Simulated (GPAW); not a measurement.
# InPd (Pm-3m) in GPAW: single point with PBE

Aim: the single point of InPd with PBE.

Everything below comes from runs of GPAW 26.7.0. Logs are shortened: lines on timing, memory, paths and dates and some standing lists are left out, and cuts for length are marked. The log counts tension as positive stress, the text compression.

**1. The crystal as given**

Symmetry: Pm-3m, No. 221, cubic system. The conventional cell has a = 3.272 Å, b = 3.272 Å, c = 3.272 Å, α = 90.00°, β = 90.00°, γ = 90.00°. Around In (site symmetry m-3m) lie 8 Pd at 2.83 Å. Pd (site symmetry m-3m) has 8 In at 2.83 Å as nearest neighbours.

The cell comes from a database or a generator and needn't be the stable form of this composition.

**2. Single point, PBE**

File run.py:

```python
from ase import Atoms
from ase.dft.bandgap import bandgap
from ase.io import write
from ase.units import GPa
from gpaw import GPAW, PW

atoms = Atoms(['In', 'Pd'],
              cell=[[3.27188478, 0.0, 0.0],
                    [0.0, 3.27188478, 0.0],
                    [0.0, 0.0, 3.27188478]],
              scaled_positions=[[0.0, 0.0, 0.0],
                                [0.5, 0.5, 0.5]],
              pbc=True)

calc = GPAW(mode=PW(450),
            xc='PBE',
            kpts={'size': (7, 7, 7), 'gamma': True},
            occupations={'name': 'fermi-dirac', 'width': 0.05},
            nbands=26,
            maxiter=120,
            txt='gpaw.txt')
atoms.calc = calc
energy = atoms.get_potential_energy()
forces = atoms.get_forces()
stress = atoms.get_stress()
calc.write('gs.gpw')
write('result.traj', atoms)
print(f'Energy: {energy:.6f} eV')
print('Forces (eV/A):')
print(forces.round(4))
print('Stress (GPa):', (stress / GPa).round(3))
print('Fermi level:', round(calc.get_fermi_level(), 4), 'eV')
print(f'Gap: {bandgap(calc)[0]:.4f} eV, direct: {bandgap(calc, direct=True)[0]:.4f} eV')
```

Potentials or basis: GPAW PAW data sets (gpaw-data 1.2.1), pw.

Started as:

```
$ OMP_NUM_THREADS=1 python run.py
```

gpaw.txt:

```text
__  _  _
 | _ |_)|_||  |
 |__||  | ||/\| - 26.7.0

Input parameters:
  mode=PW(ecut=450.00000000000006),
  kpts=MonkhorstPack(size=(7, 7, 7), gamma=True),
  maxiter=120,
  nbands=26,
  occupations=Occupations(name='fermi-dirac', width=0.05),
  xc=XC(name='PBE')

Diagonalizing LCAO Hamiltonian
Converting LCAO to pw mode
   .-------.
  /|       |
 * |       |
 | |  Pd   |
 | .-------.
 |/       /
 In------*

Atoms  # Å, Bohr magnetons
|   | symbol |        x |        y |        z |    initial magnetic moments |
|---|--------|----------|----------|----------|-----------------------------|
| 0 |     In | 0.000000 | 0.000000 | 0.000000 | ( 0.0000,  0.0000,  0.0000) |
| 1 |     Pd | 1.635942 | 1.635942 | 1.635942 | ( 0.0000,  0.0000,  0.0000) |

Unit cell  # Å
| periodic |        x |        y |        z |  lengths |    angles |
|----------|----------|----------|----------|----------|-----------|
|      yes | 3.271885 | 0.000000 | 0.000000 | 3.271885 | 90.000000 |
|      yes | 0.000000 | 3.271885 | 0.000000 | 3.271885 | 90.000000 |
|      yes | 0.000000 | 0.000000 | 3.271885 | 3.271885 | 90.000000 |

Number of symmetries: 48
Symmetry operations  # r_c * U_cc + t_c -> r_c
|    | kind |            matrix            |
|----|------|------------------------------|
|  0 |  E   |  1, 0, 0,  0, 1, 0,  0, 0, 1 |
|  1 |  σ   |  1, 0, 0,  0, 1, 0,  0, 0,-1 |
|  2 |  σ   |  1, 0, 0,  0, 0, 1,  0, 1, 0 |
|  3 |  C4  |  1, 0, 0,  0, 0, 1,  0,-1, 0 |
|  4 |  C4  |  1, 0, 0,  0, 0,-1,  0, 1, 0 |
|  5 |  σ   |  1, 0, 0,  0, 0,-1,  0,-1, 0 |
|  6 |  σ   |  1, 0, 0,  0,-1, 0,  0, 0, 1 |
|  7 |  C2  |  1, 0, 0,  0,-1, 0,  0, 0,-1 |
|  8 |  σ   |  0, 1, 0,  1, 0, 0,  0, 0, 1 |
|  9 |  C2  |  0, 1, 0,  1, 0, 0,  0, 0,-1 |
| 10 |  C3  |  0, 1, 0,  0, 0, 1,  1, 0, 0 |
| 11 |  S6  |  0, 1, 0,  0, 0, 1, -1, 0, 0 |
| 12 |  S6  |  0, 1, 0,  0, 0,-1,  1, 0, 0 |
| 13 |  C3  |  0, 1, 0,  0, 0,-1, -1, 0, 0 |
| 14 |  C4  |  0, 1, 0, -1, 0, 0,  0, 0, 1 |
| 15 |  S4  |  0, 1, 0, -1, 0, 0,  0, 0,-1 |
| 16 |  C3  |  0, 0, 1,  1, 0, 0,  0, 1, 0 |
| 17 |  S6  |  0, 0, 1,  1, 0, 0,  0,-1, 0 |
| 18 |  σ   |  0, 0, 1,  0, 1, 0,  1, 0, 0 |
| 19 |  C4  |  0, 0, 1,  0, 1, 0, -1, 0, 0 |
| 20 |  C2  |  0, 0, 1,  0,-1, 0,  1, 0, 0 |
| 21 |  S4  |  0, 0, 1,  0,-1, 0, -1, 0, 0 |
| 22 |  S6  |  0, 0, 1, -1, 0, 0,  0, 1, 0 |
| 23 |  C3  |  0, 0, 1, -1, 0, 0,  0,-1, 0 |
| 24 |  S6  |  0, 0,-1,  1, 0, 0,  0, 1, 0 |
| 25 |  C3  |  0, 0,-1,  1, 0, 0,  0,-1, 0 |
| 26 |  C4  |  0, 0,-1,  0, 1, 0,  1, 0, 0 |
| 27 |  σ   |  0, 0,-1,  0, 1, 0, -1, 0, 0 |
| 28 |  S4  |  0, 0,-1,  0,-1, 0,  1, 0, 0 |
| 29 |  C2  |  0, 0,-1,  0,-1, 0, -1, 0, 0 |
| 30 |  C3  |  0, 0,-1, -1, 0, 0,  0, 1, 0 |
| 31 |  S6  |  0, 0,-1, -1, 0, 0,  0,-1, 0 |
| 32 |  C4  |  0,-1, 0,  1, 0, 0,  0, 0, 1 |
| 33 |  S4  |  0,-1, 0,  1, 0, 0,  0, 0,-1 |
| 34 |  S6  |  0,-1, 0,  0, 0, 1,  1, 0, 0 |
| 35 |  C3  |  0,-1, 0,  0, 0, 1, -1, 0, 0 |
| 36 |  C3  |  0,-1, 0,  0, 0,-1,  1, 0, 0 |
| 37 |  S6  |  0,-1, 0,  0, 0,-1, -1, 0, 0 |
| 38 |  σ   |  0,-1, 0, -1, 0, 0,  0, 0, 1 |
| 39 |  C2  |  0,-1, 0, -1, 0, 0,  0, 0,-1 |
| 40 |  σ   | -1, 0, 0,  0, 1, 0,  0, 0, 1 |
| 41 |  C2  | -1, 0, 0,  0, 1, 0,  0, 0,-1 |
| 42 |  C2  | -1, 0, 0,  0, 0, 1,  0, 1, 0 |
| 43 |  S4  | -1, 0, 0,  0, 0, 1,  0,-1, 0 |
| 44 |  S4  | -1, 0, 0,  0, 0,-1,  0, 1, 0 |
| 45 |  C2  | -1, 0, 0,  0, 0,-1,  0,-1, 0 |
| 46 |  C2  | -1, 0, 0,  0,-1, 0,  0, 0, 1 |
| 47 |  i   | -1, 0, 0,  0,-1, 0,  0, 0,-1 |

[... 64 lines left out ...]
    |   5p |  1.000 |      -2.521 |    1.244 |
    |   4d | 10.000 |     -18.629 |    1.148 |
    |    s |        |      19.008 |    1.185 |
    |    p |        |      24.691 |    1.244 |
    |    d |        |       8.583 |    1.148 |

    Using partial waves for In as LCAO basis

  Pd:
    name:    Palladium
    Z:       46.0
    valence: 16
    core:    30
    charge:  0.0  # [|e|]
    compensation charges:
      type: gauss
      rc: 0.38  # [Å]
      lmax: 2
    cutoffs:
      filter: 2.38  # [Å]
      core: 2.28  # [Å]
    projectors
    | kind |    occ | energy [eV] | rcut [Å] |
    |------|--------|-------------|----------|
    |   5s |  0.000 |      -3.315 |    1.228 |
    |   4p |  6.000 |     -51.209 |    1.360 |
    |   5p |  0.000 |      -0.314 |    1.360 |
    |   4d | 10.000 |      -4.047 |    1.228 |
    |    s |        |      23.896 |    1.228 |
    |    d |        |      23.165 |    1.228 |

    Using partial waves for Pd as LCAO basis

Reference energy: -297202.910378  # eV

eigensolver:
  PPCG
  Converge bands: occupied
  niter=2

density mixing:
  MSR1-Mixer
  Pratt-step length: 0.05
  Maximum mixing coefficient: 0.75
  Old densities: 10
  SVD Regularization: 0.005
  Good broyden scale: 1.0
  Trust region scale: 1.0
  Backstep threshold: 4.0
  History deletion threshold: 6.0
  Fourier metric: weight=20.0, sigma=0.015

occupation numbers:
  Fermi-Dirac:
    width: 0.0500  # eV

poisson solver:
  ecut: 3600.0000000000005  # eV

xc functional:
  name: PBE with 2 nearest neighbor stencil

convergence criteria:
- Maximum [total energy] change in last 3 cyles: 0.0005 eV / valence electron
- Maximum integral of absolute [dens]ity change: 0.0001 electrons / valence electron
- Maximum integral of absolute [eigenst]ate change: 4e-08 eV^2 / valence electron
maximum number of iterations: 120

SCF iterations
|iter     | |      energy | eigst |  dens |
|---------|-|-------------|-------|-------|
|iter:   1| |   -9.224669 | +0.09 |       |
|iter:   2| |   -8.613413 | -2.04 | -1.05 |
|iter:   3| |   -7.626029 | -1.35 | -1.13 |
|iter:   4| |   -7.597787 | -2.91 | -1.68 |
|iter:   5| |   -7.585188 | -3.05 | -1.88 |
|iter:   6| |   -7.584775c| -4.35 | -2.58 |
|iter:   7| |   -7.584778c| -6.54 | -3.73 |
|iter:   8| |   -7.584779c| -6.91 | -4.09c|
|iter:   9| |   -7.584779c| -7.79c| -4.82c|

Converged in 9 steps
Energy contributions relative to reference atoms: (reference = -297202.910378)

Energy contributions:
  Kinetic:          14.544467
  Coulomb:         -16.368157
  Zero:              0.048689
  External:          0.000000
  Xc:               -5.805959
  Entropy:          -0.007639
  Spinorbit:         0.000000
  ----------------------------
  Free energy:      -7.588598
  Extrapolated:     -7.584779

dipole moment: (-10.972303, -10.972303, -10.972303)  # |e|*Ang

Fermi level: 10.165
Eigenvalues  # (at kpt = [0.000, 0.000, 0.000])
| band index |      eig [eV] | occ [0-2] |
|------------|---------------|-----------|
|          0 |       -40.363 |     2.000 |
|        ... |               |           |
|          6 |        -4.492 |     2.000 |
|          7 |        -4.492 |     2.000 |
|          8 |        -0.103 |     2.000 |
|          9 |         6.134 |     2.000 |
|         10 |         6.134 |     2.000 |
|         11 |         7.685 |     2.000 |
[... 8 lines left out ...]
|         20 |        26.190 |     0.000 |
|         21 |        26.190 |     0.000 |
|        ... |               |           |
|         25 |        31.372 |     0.000 |

No gap
No difference between direct/indirect transitions

Forces  # eV/Ang
|       x |        y |       z |
|---------|----------|---------|
| 0.00000 | -0.00000 | 0.00000 |  # In   0
| 0.00000 |  0.00000 | 0.00000 |  # Pd   1

Stress tensor  # eV/Ang^3
|         x |         y |         z |
|-----------|-----------|-----------|
| -0.010342 |  0.000000 |  0.000000 |
|  0.000000 | -0.010342 |  0.000000 |
|  0.000000 |  0.000000 | -0.010342 |

# Writing to gs.gpw (mode='')
```

Run time: 8.7 s. Hardware: 1 thread of Arm Neoverse V2, shared host; peak memory 0.14 GiB.

What came out:

| Item | Value |
| --- | --- |
| Free energy | -7.5886 eV |
| Pressure | 1.7 GPa |
| Band gap on the k mesh | none (metal or under the smearing width) |

Levels at points of the mesh, in eV from the Fermi level:
```tsv
k point	band 12	band 13	band 14	band 15	band 16	band 17
(0.00, 0.00, 0.00)	-2.48	-2.48	-2.48	3.99	3.99	3.99
```

Caveat: the cutoff is short for stress and forces, so pressures can be off by a GPa or more.
